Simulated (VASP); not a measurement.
# Sb2Se3 (P1) in VASP: relaxation of cell and atoms with PBE

Aim: the relaxation of cell and atoms of Sb2Se3 with PBE.

Everything below comes from runs of VASP 6.6.1. Logs are shortened: lines on timing, memory, paths and dates and some standing lists are left out, and cuts for length are marked.

### Step 1. Starting point

The typed cell holds 10 atoms: a = 10.311 Å, b = 20.730 Å, c = 10.254 Å, α = 23.09°, β = 22.78°, γ = 22.49°.

The cell was built by a generator and needn't be a form met in nature.

### Step 2. Relaxation of cell and atoms, PBE

File INCAR:

```
PREC = Normal ; ENCUT = 520
EDIFF = 1E-5 ; ISMEAR = 0
SIGMA = 0.15 ; LREAL = Auto
LASPH = True ; NELM = 80
ALGO = Fast ; ISIF = 3
LWAVE = False ; LCHARG = False
GGA = PE ; IBRION = 2
NSW = 110 ; EDIFFG = -0.03
ISYM = 0 ; KPAR = 4
```

File KPOINTS:

```
regular mesh
0
Gamma
  6 3 6
```

File POSCAR:

```
Sb2Se3
1.0
    1.9470111900      1.3039814700     10.0410778600
   -4.1693148700      2.6857499000     20.1279563300
   -0.0351403800     -2.2402199600     10.0058546400
Sb Se
4 6
Direct
    0.4126083600      0.1850128400      0.3924341200
    0.3780006800      0.7054393300      0.4021555600
    0.6109713200      0.2961617300      0.6014539300
    0.6072374900      0.7984741600      0.6064888100
    0.7597052100      0.3947452900      0.7796356500
    0.7890444000      0.8831214800      0.7829755500
    0.2206122500      0.1065652500      0.2282442400
    0.2215270000      0.6009531900      0.2298045100
    0.0065156700      0.0058540000      0.9841261700
    0.9973480800      0.5053335500      0.9935998500
```

Potentials or basis: VASP PAW PBE potentials, release 64 (Sb, Se).

On the command line:

```console
$ cat potpaw_PBE.64/Sb/POTCAR potpaw_PBE.64/Se/POTCAR > POTCAR
$ mpirun -np 4 vasp_std > vasp.out
```

OUTCAR:

```text
PREC = Normal
   ENCUT = 520
   EDIFF = 1E-5
   ISMEAR = 0
   LREAL = Auto
   LASPH = True
   NELM = 80
   ISIF = 3
   GGA = PE
   IBRION = 2
   NSW = 110
   EDIFFG = -0.03
   ISYM = 0

 ion  position               nearest neighbor table
   1  0.413  0.185  0.392-   6 2.82   9 2.85   5 2.87   5 2.89   9 2.93  10 2.99
   2  0.378  0.705  0.402-   6 2.66   5 2.71   6 2.84   9 2.99  10 3.04  10 3.05
   3  0.611  0.296  0.601-   7 2.69   8 2.76   7 2.83   9 2.99  10 3.08  10 3.15
   4  0.607  0.798  0.606-   7 2.76   8 2.80   8 2.92  10 2.96   9 3.01   9 3.15
   5  0.760  0.395  0.780-   2 2.71   1 2.87   1 2.89
   6  0.789  0.883  0.783-   2 2.66   1 2.82   2 2.84
   7  0.221  0.107  0.228-   3 2.69   4 2.76   3 2.83
   8  0.222  0.601  0.230-   3 2.76   4 2.80   4 2.92
   9  0.007  0.006  0.984-   1 2.85   1 2.93   2 2.99   3 2.99   4 3.01   4 3.15
  10  0.997  0.505  0.994-   4 2.96   1 2.99   2 3.04   2 3.05   3 3.08   3 3.15

IMPORTANT INFORMATION: All symmetrisations will be switched off!
NOSYMM: (Re-)initialisation of all symmetry stuff for point group C_1.

----------------------------------------------------------------------------------------

                                     Primitive cell

  volume of cell :     288.3250

  direct lattice vectors                    reciprocal lattice vectors
     1.947011190  1.303981470 10.041077860     0.249594274  0.142236200  0.032721964
    -4.169314870  2.685749900 20.127956330    -0.123269471  0.068791667  0.014968909
    -0.035140380 -2.240219960 10.005854640    -0.002501836 -0.281119457  0.036992609

  length of vectors
    10.310890594 20.729955741 10.253630937     0.289135202  0.141956769  0.283553983

  position of ions in fractional coordinates (direct lattice)
     0.412608360  0.185012840  0.392434120
     0.378000680  0.705439330  0.402155560
     0.610971320  0.296161730  0.601453930
     0.607237490  0.798474160  0.606488810
     0.759705210  0.394745290  0.779635650
     0.789044400  0.883121480  0.782975550
     0.220612250  0.106565250  0.228244240
     0.221527000  0.600953190  0.229804510
     0.006515670  0.005854000  0.984126170
     0.997348080  0.505333550  0.993599850

  ion indices of the primitive-cell ions
   primitive index   ion index
                 1           1
                 2           2
                 3           3
                 4           4
                 5           5
                 6           6
                 7           7
                 8           8
                 9           9
                10          10

----------------------------------------------------------------------------------------

 KPOINTS: regular mesh

Automatic generation of k-mesh.
 Grid dimensions read from file:
 generate k-points for:    6    3    6

 Generating k-lattice:

  Cartesian coordinates                     Fractional coordinates (reciprocal lattice)
     0.041599046  0.023706033  0.005453661     0.166666667  0.000000000  0.000000000
    -0.041089824  0.022930556  0.004989636     0.000000000  0.333333333 -0.000000000
    -0.000416973 -0.046853243  0.006165435     0.000000000  0.000000000  0.166666667

  Length of vectors
     0.048189200  0.047318923  0.047258997

  Shift w.r.t. Gamma in fractional coordinates (k-lattice)
     0.000000000  0.000000000  0.000000000

 Subroutine IBZKPT returns following result:
 ===========================================

 Found     56 irreducible k-points:

 Following reciprocal coordinates:
            Coordinates               Weight
  0.000000  0.000000  0.000000      1.000000
  0.166667  0.000000  0.000000      2.000000
  0.333333  0.000000  0.000000      2.000000
  0.500000  0.000000 -0.000000      1.000000
  0.000000  0.333333  0.000000      2.000000
  0.166667  0.333333  0.000000      2.000000
[... 16 lines left out ...]
  0.000000 -0.333333  0.166667      2.000000
  0.166667 -0.333333  0.166667      2.000000
 [... further k-points ...]
   k-points           NKPTS =     56   k-points in BZ     NKDIM =     56   number of bands    NBANDS=     34
   number of dos      NEDOS =    301   number of ions     NIONS =     10
   total plane-waves  NPLWV = 432000
   dimension x,y,z NGX =    60 NGY =  120 NGZ =   60
   dimension x,y,z NGXF=   120 NGYF=  240 NGZF=  120
   ions per type =               4   6
   NGX,Y,Z   is equivalent  to a cutoff of   9.67,  9.62,  9.73 a.u.
   NGXF,Y,Z  is equivalent  to a cutoff of  19.35, 19.25, 19.46 a.u.
 SYSTEM =  unknown system
   PREC   = normal    normal or accurate (medium, high low for compatibility)
   ISTART =      0    job   : 0-new  1-cont  2-samecut
   ICHARG =      2    charge: 1-file 2-atom 10-const
   ISPIN  =      1    spin polarized calculation?
   LNONCOLLINEAR =      F non collinear calculations
   LSORBIT =      F    spin-orbit coupling
   LASPH  =      T    aspherical Exc in radial PAW
   ENCUT  =  520.0 eV  38.22 Ry    6.18 a.u.  19.17 38.54 19.06*2*pi/ulx,y,z
   NELM   =     80;   NELMIN=  2; NELMDL= -5     # of ELM steps
   EDIFF  = 0.1E-04   stopping-criterion for ELM
   LREAL  =      T    real-space projection
   EDIFFG = -.3E-01   stopping-criterion for IOM
   NSW    =    110    number of steps for IOM
   IBRION =      2    ionic relax: 0-MD 1-quasi-New 2-CG
   NFREE  =      1    steps in history (QN), initial steepest desc. (CG)
   ISIF   =      3    stress and relaxation
   ISYM   =      0    0-nonsym 1-usesym 2-fastsym
   POTIM  = 0.5000    time-step for ionic-motion
   TEBEG  =    0.0;   TEEND  =   0.0 temperature during run
   PSTRESS=    0.0 pullay stress
   NELECT =      56.0000    total number of electrons
   NUPDOWN=      -1.0000    fix difference up-down
   EMIN   =  10.00;   EMAX   =-10.00  energy-range for DOS
   EFERMI =   0.00;   METHOD = LEGACY
   ISMEAR =     0;   SIGMA  =   0.15  broadening in eV -4-tet -1-fermi 0-gaus
   EFERMI_NEDOS =   21; number of points for ismear=-14 and -15
   IALGO  =     68    algorithm
   IMIX   =      4    mixing-type and parameters
     AMIX     =   0.40;   BMIX     =  1.00
     AMIX_MAG =   1.60;   BMIX_MAG =  1.00
  volume/ion in A,a.u.               =      28.83       194.57
  Fermi-wavevector in a.u.,A,eV,Ry     =   0.948077  1.791605 12.229585  0.898849
  Thomas-Fermi vector in A             =   2.076231
   LORBIT       =      0    0 simple, 1 ext, 2 COOP (PROOUT), +10 PAW based schemes
   GGA     = PE    functional components
   LHFCALC =     F    Hartree Fock is set to
   AEXX    =    0.0000 exact exchange contribution
   IVDW    =     0    specifies the selected vdW correction
   LEPSILON=     F    determine dielectric tensor
   LRPA    =     F    only Hartree local field effects (RPA)
 conjugate gradient relaxation of ions
 non-spin polarized calculation
 RMM-DIIS sequential band-by-band and
 Gauss-broadening in eV      SIGMA  =   0.15
  energy-cutoff  :      520.00
  volume of cell :      288.33
 maximum number of plane-waves:      7790
   NGX = 39   NGY = 77   NGZ = 39

--------------------------------------- Ionic step        1  -------------------------------------------

 number of electron      55.9999996 magnetization

 Free energy of the ion-electron system (eV)
  ---------------------------------------------------
  ext. energy  EPLUGINS =         0.00000000
  ---------------------------------------------------
  free energy    TOTEN  =       -39.94076480 eV

  energy without entropy =      -39.93544214  energy(sigma->0) =      -39.93810347

------------------------ aborting loop because EDIFF is reached ----------------------------------------

  FORCE on cell =-STRESS in cart. coord.  units (eV):
  Direction    XX          YY          ZZ          XY          YZ          ZX
  --------------------------------------------------------------------------------------
  -------------------------------------------------------------------------------------
  Total        4.4200949     -0.5184190      3.0285523      0.7782801     -3.6922239      0.5595085
  in kB       24.5617811     -2.8807739     16.8291951      4.3247815    -20.5171149      3.1091021
  external PRESSURE =      12.8367341 kB  Pullay stress =       0.0000000 kB
[... 113 lines left out ...]
  FREE ENERGIE OF THE ION-ELECTRON SYSTEM (eV)
  ---------------------------------------------------
  free  energy   TOTEN  =       -40.1416399786 eV

  energy  without entropy=      -40.1396063516  energy(sigma->0) =      -40.14062317

[... ionic steps 4 to 14 ...]

--------------------------------------- Ionic step       15  -------------------------------------------

 number of electron      55.9999998 magnetization

------------------------ aborting loop because EDIFF is reached ----------------------------------------

  FORCE on cell =-STRESS in cart. coord.  units (eV):
  Direction    XX          YY          ZZ          XY          YZ          ZX
  --------------------------------------------------------------------------------------
  -------------------------------------------------------------------------------------
  Total       -0.1879780     -0.1056488     -0.0917643     -0.0023733      0.0709934      0.0652315
  in kB       -1.0330744     -0.5806166     -0.5043111     -0.0130428      0.3901598      0.3584939
  external PRESSURE =      -0.7060007 kB  Pullay stress =       0.0000000 kB
[... 73 lines left out ...]
  energy  without entropy=      -40.2318972924  energy(sigma->0) =      -40.23269044

--------------------------------------- Ionic step       17  -------------------------------------------

 number of electron      55.9999998 magnetization

 Free energy of the ion-electron system (eV)
  ---------------------------------------------------
  ext. energy  EPLUGINS =         0.00000000
  ---------------------------------------------------
  free energy    TOTEN  =       -40.23376638 eV

  energy without entropy =      -40.23219429  energy(sigma->0) =      -40.23298034

 E-fermi :   4.3251     XC(G=0):  -8.9882

 val. band max:        4.1531236949   @ k =   0.0000   0.0000   0.0000
 cond. band min:       4.4391693241   @ k =   0.0000   0.0000   0.0000
 fundamental gap:      0.2860456293
 Fermi energy:         4.3251026696

 k-point     1 :       0.0000    0.0000    0.0000
  band No.  band energies     occupation
      1      -9.8897      2.00000
      2      -9.3041      2.00000
      3      -8.6241      2.00000
      4      -8.4802      2.00000
      5      -8.3602      2.00000
      6      -8.3196      2.00000
[... 877 lines left out ...]
     33       6.2579      0.00000
     34       6.3911      0.00000

 [... further k-points ...]

------------------------ aborting loop because EDIFF is reached ----------------------------------------

  FORCE on cell =-STRESS in cart. coord.  units (eV):
  Direction    XX          YY          ZZ          XY          YZ          ZX
  --------------------------------------------------------------------------------------
  -------------------------------------------------------------------------------------
  Total       -0.0521842      0.0468760      0.0362084     -0.0210116      0.0849820      0.0607268
  in kB       -0.2871840      0.2579718      0.1992652     -0.1156324      0.4676799      0.3341963
  external PRESSURE =       0.0566843 kB  Pullay stress =       0.0000000 kB
[... 25 lines left out ...]
  FREE ENERGIE OF THE ION-ELECTRON SYSTEM (eV)
  ---------------------------------------------------
  free  energy   TOTEN  =       -40.2337663814 eV

  energy  without entropy=      -40.2321942947  energy(sigma->0) =      -40.23298034

 reached required accuracy - stopping structural energy minimisation
```

Run time: 52 min. Hardware: 4 MPI ranks of Intel Xeon 6975P-C (Granite Rapids), shared host; peak memory 1.2 GiB.

What came out:

- Free energy: -40.2338 eV
- Relaxed volume: 29.11 Å³/atom
- Relaxed cell: a = 10.431 Å, b = 20.839 Å, c = 10.428 Å, α = 22.50°, β = 22.49°, γ = 22.50°
- Space group after relaxing (to 0.05 Å): C2/m (No. 12)
- Energy gained by relaxing: 29.3 meV/atom
- Ionic steps: 17
- Pressure after relaxing: 0.0 GPa
- Largest force after relaxing: 0.022 eV/Å
- Band gap on the k mesh: 0.29 eV, direct

Forces in eV/Å, atoms in the order of the input:
```
Sb   0.002 -0.010  0.011
Sb  -0.002  0.005 -0.015
Sb   0.008  0.007 -0.007
Sb  -0.007  0.002  0.003
Se  -0.003  0.007  0.001
Se   0.017  0.006 -0.013
Se  -0.011 -0.009  0.014
Se  -0.002 -0.011  0.009
Se   0.001  0.004  0.005
Se  -0.002  0.001 -0.010
```

The path:
| step | energy change (eV) | largest force (eV/Å) | pressure (GPa) | volume (Å³) |
| --- | --- | --- | --- | --- |
| 1 | 0.0000 | 0.8866 | 1.28 | 288.33 |
| 2 | -0.1936 | 0.4013 | -1.18 | 297.93 |
| 3 | -0.2009 | 0.4463 | -0.83 | 296.32 |
| 4 | -0.2538 | 0.2944 | -0.01 | 291.55 |
| 5 | -0.2595 | 0.3253 | 0.36 | 289.47 |
| 6 | -0.2778 | 0.1731 | 0.05 | 290.62 |
| 7 | -0.2783 | 0.1757 | 0.00 | 290.83 |
| 8 | -0.2864 | 0.1312 | -0.07 | 291.21 |
| 9 | -0.2892 | 0.1035 | -0.12 | 291.53 |
| 10 | -0.2892 | 0.0967 | -0.12 | 291.58 |
| 11 | -0.2908 | 0.0666 | 0.12 | 290.47 |
| 12 | -0.2908 | 0.0679 | 0.13 | 290.51 |
| 13 | -0.2920 | 0.0481 | 0.06 | 290.85 |
| 14 | -0.2923 | 0.0446 | 0.04 | 291.04 |
| 15 | -0.2927 | 0.0350 | -0.07 | 291.53 |
| 16 | -0.2927 | 0.0319 | -0.06 | 291.43 |
| 17 | -0.2930 | 0.0216 | 0.01 | 291.13 |

Final structure:
```
Sb Se
1.0
     2.04784    1.17096   10.16087
    -4.04142    2.34117   20.30907
     0.01396   -2.35127   10.15984
Sb Se
4 6
Direct
  0.39377 0.19678 0.39329
  0.39364 0.69684 0.39719
  0.60713 0.29929 0.60650
  0.60738 0.79925 0.60394
  0.77786 0.38913 0.77911
  0.77581 0.89049 0.77988
  0.22443 0.10648 0.22051
  0.22302 0.60700 0.22007
  0.99979 0.99832 0.99978
  0.00073 0.49808 0.00065
```

Caveat: spin-orbit coupling is left out, which moves the levels of the heavy elements; an odd mesh through Γ misses points on the zone boundary, where band edges often lie.
